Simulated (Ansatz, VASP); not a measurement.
## P in two plane-wave programs

Wanted: the spread between two codes on one cell, functional and k mesh. The cell is taken from a series of runs on this material, whose earlier steps may have relaxed, scaled, displaced or heated it; both programs get it as it stands.

Program: Ansatz 0.2.0. Level of theory: plane waves, with VASP 6.6.1 beside it; G0W0 gap at PBE. Results are calculated unless marked as measured.

## 1. Starting point

The cell holds 4 atoms: 4 P. Its edges and angles: a = 4.648 Å, b = 3.320 Å, c = 27.400 Å, α = 90.0°, β = 90.0°, γ = 90.0°. Vacuum lies along c.

Coordinates:

```
P
1.0
     4.64844    0.00000    0.00000
     0.00000    3.32047    0.00000
     0.00000    0.00000   27.40000
P
4
Direct
  0.08971 0.00000 0.53831
  0.41029 0.50000 0.53831
  0.58971 0.50000 0.46169
  0.91029 0.00000 0.46169
```

## 2. VASP: G0W0 gap, PBE

Quasiparticle shifts depend on high empty states and on the cores, so they are the hardest test of two PAW sets.

Lines of VASP's logs that name or quote its potential files are left out, and so is its time.

The run reads the wave functions of an earlier VASP run, which isn't shown here.

Input file INCAR:

```
SYSTEM = P
PREC = Accurate
ENCUT = 300
ISMEAR = 0
SIGMA = 0.01
LREAL = .FALSE.
GGA = PE
NBANDS = 568
ALGO = EVGW0
NELMGW = 1
ENCUTGW = 70
NOMEGA = 64
PRECFOCK = Fast
NBANDSGW = 24
LWAVE = .FALSE.
LCHARG = .FALSE.
```

Input file POSCAR:

```
P
1.0
    4.6484410403      0.0000000000      0.0000000000
    0.0000000000      3.3204693536      0.0000000000
    0.0000000000      0.0000000000     27.4000000000
P
4
Direct
    0.0897108505      0.0000000000      0.5383097418
    0.4102891495      0.5000000000      0.5383097418
    0.5897108505      0.5000000000      0.4616902582
    0.9102891495      0.0000000000      0.4616902582
```

Input file KPOINTS:

```
Automatic mesh
0
Gamma
4 6 1
0 0 0
```

Potentials, in the order of the species: P_GW (PBE family, release 64).

The run is started by

```console
$ mpirun -np 8 vasp_std
```

Numbers of over 12 decimals in the logs are rounded to 6 here.

Log:

```text
[banner, memory and clock lines left out]
running    8 mpi-ranks, on    1 nodes
 distrk:  each k-point on    8 cores,    1 groups
 distr:  one band on    1 cores,    8 groups

 POSCAR found type information on POSCAR P
 POSCAR found :  1 types and       4 ions
|                                                                             |
|           W    W    AA    RRRRR   N    N  II  N    N   GGGG   !!!           |
|           W    W   A  A   R    R  NN   N  II  NN   N  G    G  !!!           |
|           W    W  A    A  R    R  N N  N  II  N N  N  G       !!!           |
|           W WW W  AAAAAA  RRRRR   N  N N  II  N  N N  G  GGG   !            |
|           WW  WW  A    A  R   R   N   NN  II  N   NN  G    G                |
|           W    W  A    A  R    R  N    N  II  N    N   GGGG   !!!           |
|                                                                             |
|     For optimal performance we recommend to set                             |
|       NCORE = 2 up to number-of-cores-per-socket                            |
|     NCORE specifies how many cores store one orbital (NPAR=cpu/NCORE).      |
|     This setting can greatly improve the performance of VASP for DFT.       |
|     The default, NCORE=1 might be grossly inefficient on modern             |
|     multi-core architectures or massively parallel machines. Do your        |
|     Unfortunately you need to use the default for GW and RPA                |
|     calculations (for HF NCORE is supported but not extensively tested      |
|     yet).                                                                   |
|                                                                             |

|                                                                             |
|           W    W    AA    RRRRR   N    N  II  N    N   GGGG   !!!           |
|           W    W   A  A   R    R  NN   N  II  NN   N  G    G  !!!           |
|           W    W  A    A  R    R  N N  N  II  N N  N  G       !!!           |
|           W WW W  AAAAAA  RRRRR   N  N N  II  N  N N  G  GGG   !            |
|           WW  WW  A    A  R   R   N   NN  II  N   NN  G    G                |
|           W    W  A    A  R    R  N    N  II  N    N   GGGG   !!!           |
|                                                                             |
|     The default for ENCUTGWSOFT is different in this version of VASP.       |
|     please manually set ENCUTGWSOFT =70 in the INCAR file.                  |
|                                                                             |

 LDA part: xc-table for (Slater+PW92), standard interpolation
 found WAVECAR, reading the header
 POSCAR, INCAR and KPOINTS ok, starting setup
 FFT: planning ... GRIDC
 FFT: planning ... GRID_SOFT
 FFT: planning ... GRID
 reading WAVECAR
 the WAVECAR file was read successfully
 initial charge from wavefunction
 available memory per node:     29.47 GB, setting MAXMEM to     30182

 The Fermi energy was updated, please check that it is located mid-gap
 values below the HOMO (VB) or above the LUMO (CB) will cause erroneous energies
 E-fermi :  -2.6551

 calculate exact exchange contribution
 the WAVEDER file was read successfully
energies w=
    0.000    0.000    0.382    0.000    0.763    0.000    1.142    0.000
    1.519    0.000    1.893    0.000    2.263    0.000    2.629    0.000
    2.991    0.000    3.348    0.000    3.700    0.000    4.047    0.000
    4.390    0.000    4.728    0.000    5.062    0.000    5.392    0.000
    5.718    0.000    6.041    0.000    6.362    0.000    6.681    0.000
    6.998    0.000    7.315    0.000    7.632    0.000    7.949    0.000
    8.267    0.000    8.588    0.000    8.911    0.000    9.238    0.000
    9.570    0.000    9.908    0.000   10.252    0.000   10.605    0.000
   10.966    0.000   11.339    0.000   11.723    0.000   12.122    0.000
   12.536    0.000   12.969    0.000   13.422    0.000   13.898    0.000
   14.402    0.000   14.935    0.000   15.504    0.000   16.112    0.000
   16.766    0.000   17.473    0.000   18.242    0.000   19.083    0.000
   20.007    0.000   21.032    0.000   22.175    0.000   23.461    0.000
   24.921    0.000   26.595    0.000   28.534    0.000   30.810    0.000
   33.520    0.000   36.802    0.000   40.857    0.000   45.993    0.000
   52.705    0.000   61.836    0.000   74.964    0.000   95.408    0.000
 responsefunction array rank=     584
 LDA part: xc-table for (Slater+PW92), standard interpolation

 min. memory requirement per mpi rank    637.0 MB, per node   5096.1 MB

 allocating   8 responsefunctions rank=   584
 shmem allocating  64 responsefunctions rank=   584
 response function shared by NCSHMEM nodes    1
 Doing            8  frequencies on each core in blocks of           64
NQ=   1    0.0000    0.0000    0.0000,
|.........|.........|.........|.........|.........|.........|.........|.........
 performed        595000 updates of chi_q(r,r)
 total number of BLAS operations       1487.43 Gflops
NQ=   2    0.2500    0.0000    0.0000,
|.........|.........|.........|.........|.........|.........|.........|.........
 performed       1408000 updates of chi_q(r,r)
 total number of BLAS operations       3645.62 Gflops
NQ=   3    0.5000    0.0000    0.0000,
|.........|.........|.........|.........|.........|.........|.........|.........
 performed       2003000 updates of chi_q(r,r)
 total number of BLAS operations       5192.16 Gflops
NQ=   4    0.0000    0.1667    0.0000,
|.........|.........|.........|.........|.........|.........|.........|.........
 performed       2816000 updates of chi_q(r,r)
 total number of BLAS operations       7096.04 Gflops
NQ=   5    0.2500    0.1667    0.0000,
|.........|.........|.........|.........|.........|.........|.........|.........
 performed       3738000 updates of chi_q(r,r)
 total number of BLAS operations       9451.10 Gflops
NQ=   6    0.5000    0.1667    0.0000,
|.........|.........|.........|.........|.........|.........|.........|.........
 performed       4551000 updates of chi_q(r,r)
 total number of BLAS operations      11639.36 Gflops
NQ=   7    0.0000    0.3333    0.0000,
|.........|.........|.........|.........|.........|.........|.........|.........
 performed       5364000 updates of chi_q(r,r)
 total number of BLAS operations      13708.57 Gflops
NQ=   8    0.2500    0.3333    0.0000,
|.........|.........|.........|.........|.........|.........|.........|.........
 performed       6286000 updates of chi_q(r,r)
 total number of BLAS operations      15997.40 Gflops
NQ=   9    0.5000    0.3333    0.0000,
|.........|.........|.........|.........|.........|.........|.........|.........
 performed       7099000 updates of chi_q(r,r)
 total number of BLAS operations      18110.86 Gflops
NQ=  10    0.0000    0.5000    0.0000,
|.........|.........|.........|.........|.........|.........|.........|.........
 performed       7694000 updates of chi_q(r,r)
 total number of BLAS operations      19690.14 Gflops
NQ=  11    0.2500    0.5000    0.0000,
|.........|.........|.........|.........|.........|.........|.........|.........
 performed       8507000 updates of chi_q(r,r)
 total number of BLAS operations      21774.04 Gflops
NQ=  12    0.5000    0.5000    0.0000,
|.........|.........|.........|.........|.........|.........|.........|.........
 performed       9102000 updates of chi_q(r,r)
 total number of BLAS operations      23162.07 Gflops
 resolving degeneracies of screened two electron integrals

 calculate QP shifts <psi_nk| G(iteration)W_0 |psi_nk>: iteration 1
 entering main loop
```

OUTCAR, selected parts (step 2):

```text
ion  position               nearest neighbor table
   1  0.090  0.000  0.538-   2 2.23   2 2.23   4 2.26
   2  0.410  0.500  0.538-   1 2.23   1 2.23   3 2.26
   3  0.590  0.500  0.462-   4 2.23   4 2.23   2 2.26
   4  0.910  0.000  0.462-   3 2.23   3 2.23   1 2.26

  LATTYP: Found a simple orthorhombic cell.
 ALAT       =     3.3204693536
 B/A-ratio  =     1.3999349325
 C/A-ratio  =     8.2518454719

 Subroutine GETGRP returns: Found  8 space group operations
 (whereof  4 operations were pure point group operations)

The static configuration has the point symmetry C_2h.
 The point group associated with its full space group is D_2h.

 Found     12 irreducible k-points:

   k-points           NKPTS =     12   k-points in BZ     NKDIM =     24   number of bands    NBANDS=    568

   dimension x,y,z NGX =    28 NGY =   20 NGZ =  160
   dimension x,y,z NGXF=    56 NGYF=   40 NGZF=  320

   ENCUT  =  300.0 eV  22.05 Ry    4.70 a.u.   6.56  4.69 38.70*2*pi/ulx,y,z

   NELECT =      20.0000    total number of electrons

  energy-cutoff  :      300.00
  volume of cell :      422.92
      direct lattice vectors                 reciprocal lattice vectors
     4.648441040  0.000000000  0.000000000     0.215125887  0.000000000  0.000000000
     0.000000000  3.320469354  0.000000000     0.000000000  0.301162243  0.000000000
     0.000000000  0.000000000 27.400000000     0.000000000  0.000000000  0.036496350

 k-points in reciprocal lattice and weights: Automatic mesh
   0.00000000  0.00000000  0.00000000       0.042
   0.25000000  0.00000000  0.00000000       0.083
   0.50000000  0.00000000  0.00000000       0.042
   0.00000000  0.16666667  0.00000000       0.083
   0.25000000  0.16666667  0.00000000       0.167
   0.50000000  0.16666667  0.00000000       0.083
   0.00000000  0.33333333  0.00000000       0.083
   0.25000000  0.33333333  0.00000000       0.167
   0.50000000  0.33333333  0.00000000       0.083
   0.00000000  0.50000000  0.00000000       0.042
   0.25000000  0.50000000  0.00000000       0.083
   0.50000000  0.50000000  0.00000000       0.042

 E-fermi :  -2.6551

 QP shifts <psi_nk| G(iteration)W_0 |psi_nk>: iteration 1
 for sc-GW calculations column KS-energies equals QP-energies in previous step
 and V_xc(KS)=  KS-energies - (<T + V_ion + V_H > + <T+V_H+V_ion>^1  + <V_x>^1)
 k-point   1 :       0.0000    0.0000    0.0000
  band No.  KS-energies  QP-energies   sigma(KS)   V_xc(KS)     V^pw_x(r,r')   Z            occupation Imag(sigma)
    ...
      7      -6.4915      -7.0293     -13.1555     -12.4205     -15.0608       0.7318       2.0000       0.0515
      8      -4.9112      -5.3710     -13.4366     -12.8254     -14.7776       0.7522       2.0000       0.0302
      9      -4.7223      -5.3922     -11.5240     -10.6038     -12.9906       0.7279       2.0000       0.0477
     10      -3.1385      -3.6536     -12.3856     -11.6978     -13.2698       0.7489       2.0000       0.0251
     11      -2.1717      -1.5529      -9.1571      -9.9754      -6.2299       0.7562       0.0000      -0.0559
     12      -1.5620      -0.8141      -9.9492     -10.9350      -6.4026       0.7588       0.0000      -0.0662
     13      -0.5775       0.3203     -10.6294     -11.8395      -6.7890       0.7420       0.0000      -0.0753
     14       0.0693       0.9483     -10.7889     -12.0108      -6.7827       0.7194       0.0000      -0.0917
    ...

 k-point   2 :       0.2500    0.0000    0.0000
  band No.  KS-energies  QP-energies   sigma(KS)   V_xc(KS)     V^pw_x(r,r')   Z            occupation Imag(sigma)
    ...
      7      -6.2694      -6.7976     -13.1955     -12.4779     -15.0075       0.7360       2.0000       0.0475
      8      -5.1320      -5.6015     -13.4150     -12.7884     -14.8231       0.7493       2.0000       0.0329
      9      -4.4811      -5.0216     -11.9429     -11.2022     -13.1945       0.7296       2.0000       0.0441
     10      -3.8542      -4.4180     -12.3647     -11.6079     -13.5067       0.7449       2.0000       0.0295
     11      -1.3476      -0.5915      -9.9535     -10.9535      -6.4087       0.7561       0.0000      -0.0670
     12      -1.1303      -0.2720     -10.4765     -11.6176      -6.8788       0.7521       0.0000      -0.0654
     13      -0.9470      -0.3533      -9.0248      -9.8158      -5.8577       0.7505       0.0000      -0.0681
     14       0.0114       0.8713     -10.5877     -11.7739      -6.6927       0.7249       0.0000      -0.0881
    ...

 k-point   3 :       0.5000    0.0000    0.0000
  band No.  KS-energies  QP-energies   sigma(KS)   V_xc(KS)     V^pw_x(r,r')   Z            occupation Imag(sigma)
    ...
      7      -5.7059      -6.2051     -13.3067     -12.6347     -14.9028       0.7428       2.0000       0.0388
      8      -5.7059      -6.2051     -13.3067     -12.6347     -14.9028       0.7428       2.0000       0.0388
      9      -4.4497      -4.9769     -12.5105     -11.7985     -13.7071       0.7404       2.0000       0.0343
     10      -4.4497      -4.9769     -12.5105     -11.7985     -13.7071       0.7404       2.0000       0.0343
     11      -1.1268      -0.3232     -10.4287     -11.5005      -6.9648       0.7498       0.0000      -0.0656
     12      -1.1268      -0.3232     -10.4287     -11.5005      -6.9648       0.7498       0.0000      -0.0656
     13       0.4710       1.3111     -10.4953     -11.6637      -6.4816       0.7191       0.0000      -0.1001
     14       0.4710       1.3111     -10.4953     -11.6637      -6.4816       0.7191       0.0000      -0.1001
    ...

 k-point   4 :       0.0000    0.1667    0.0000
  band No.  KS-energies  QP-energies   sigma(KS)   V_xc(KS)     V^pw_x(r,r')   Z            occupation Imag(sigma)
    ...
      7      -7.2851      -7.9279     -11.4728     -10.5458     -14.0922       0.6934       2.0000       0.1774
      8      -6.0561      -6.5946     -12.7857     -12.0454     -14.5382       0.7275       2.0000       0.0551
      9      -4.6442      -5.2933     -11.7526     -10.8618     -13.2128       0.7286       2.0000       0.0441
     10      -3.2718      -3.7775     -12.5241     -11.8451     -13.5028       0.7448       2.0000       0.0270
     11      -1.8743      -1.2328      -9.2225     -10.0733      -6.1729       0.7540       0.0000      -0.0589
     12      -1.2208      -0.4741     -10.0076     -11.0061      -6.5560       0.7478       0.0000      -0.0666
     13       0.6983       1.5078     -10.3674     -11.4686      -6.1298       0.7350       0.0000      -0.1113
     14       0.9733       1.8269     -10.6496     -11.8336      -6.3484       0.7210       0.0000      -0.1205
    ...

[... 4 further parts left out ...]
```

(Part 1 of 2 ends here.)

[Lines on the potential files, build, host, timing and source positions are cut from VASP's logs without a mark.]

[Logs are printed without paths, hosts, clocks, repeated set-up lines and the standing remarks that a program may print on its own settings, such as how far it seeks lower states.]

[Hosts, paths, dates, database ids (printed as entryN), source tags and the programs' standing remarks are cut or masked in the printed files.]
